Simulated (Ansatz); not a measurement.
**Element substitutions in BP**

Consider BP in the zinc blende structure (space group F-43m, No. 216; a = 4.5366 Å).

Each row replaces one element on all its sites; cell and atoms are relaxed.

All numbers come from plane-wave PAW DFT at the r2SCAN level (Ansatz, a first-principles code, 500 eV), without spin-orbit coupling.

```json
[
 {"change": "base", "band gap": "1.41 eV", "shortest interatomic distance": "1.964 Å"},
 {"change": "B → Ag", "band gap": "zero", "shortest interatomic distance": "(withheld)"},
 {"change": "B → Hg", "band gap": "zero", "shortest interatomic distance": "2.523 Å"},
 {"change": "B → In", "band gap": "1.03 eV", "shortest interatomic distance": "2.558 Å"}
]
```

Task: Some entries are withheld; estimate them.

Result: 
- B → Ag, shortest interatomic distance: 2.419 Å

No phonon test of stability was made. As relaxed here, AgP and HgP are hypothetical phases, not in the database extracts checked. All final runs are without spin polarisation. An odd electron count without spin: HgP.
